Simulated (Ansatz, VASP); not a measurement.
PbO: VASP beside Ansatz

The input INCAR:

```
PREC = Accurate ; ENCUT = 520
EDIFF = 1E-6 ; ISMEAR = 0
SIGMA = 0.05 ; LREAL = False
LASPH = True ; NELM = 100
ALGO = Normal ; ISIF = 2
LWAVE = False ; LCHARG = False
GGA = CA ; NBANDS = 28
```

Contents of KPOINTS:

```
Automatic mesh
0
Gamma
  8 8 6
```

POSCAR

```
PbO
1.0
    3.9744000000      0.0000000000      0.0000000000
    0.0000000000      3.9744000000      0.0000000000
    0.0000000000      0.0000000000      5.0220000000
Pb O
2 2
Direct
    0.0000000000      0.5000000000      0.2351000000
    0.5000000000      0.0000000000      0.7649000000
    0.0000000000      0.0000000000      0.0049780964
    0.5000000000      0.5000000000      0.0049780964
```

Input for Ansatz:

```yaml
crystal:
  lattice:
    - [3.9744, 0.0, 0.0]
    - [0.0, 3.9744, 0.0]
    - [0.0, 0.0, 5.022]
  atoms:
    - { symbol: Pb, position: [0.0, 0.5, 0.2351] }
    - { symbol: Pb, position: [0.5, 0.0, 0.7649] }
    - { symbol: O, position: [0.0, 0.0, 0.0049780964] }
    - { symbol: O, position: [0.5, 0.5, 0.0049780964] }
basis:
  ecutwfc: 420
kpoints:
  mp_grid: { grid: [8, 8, 6] }
hamiltonian:
  xc: lda
scf:
  occupations: { method: gaussian, width: 0.05 }
output:
  forces: true
  stress: true
  eigenvalues: true
```

Change from the starting cell: all O atoms moved +0.025 Å, as atom 3 along Cartesian [0 0 1].

Alike in both runs: task single point; functional LDA; k mesh 8 × 8 × 6; occupations gaussian, width 0.05 eV; no spin polarisation.

|  | VASP | Ansatz |
| --- | --- | --- |
| version | VASP 6.6.1 | Ansatz 0.2.0 |
| potentials or method | VASP PAW LDA potentials, release 64 (Pb_d, O) | scalar-relativistic, plane waves, PAW |
| plane-wave cutoff (eV) | 520 | 420 |
| valence electrons in the cell | 40 | 40 |

Ansatz gave:

```
gap on the k mesh at the Fermi level (eV)       : 1.20
least direct gap on the mesh (eV)               : 2.24
pressure (GPa)                                  : -1.8
largest component of the traceless stress (GPa) : 0.30
rms of the force components (eV/Å)              : 0.138
```

**Question.** Which values does VASP return?

**Answer.** gap on the k mesh at the Fermi level (eV): 1.18; least direct gap on the mesh (eV): 2.22; pressure (GPa): -1.6; largest component of the traceless stress (GPa): 0.29; rms of the force components (eV/Å): 0.126.

Atom by atom the forces differ by 0.030 eV/Å (rms over components).

Caveats: spin-orbit coupling is left out, which as a rule narrows the gap of such compounds by several tenths of an eV. A k mesh can miss the band edges.
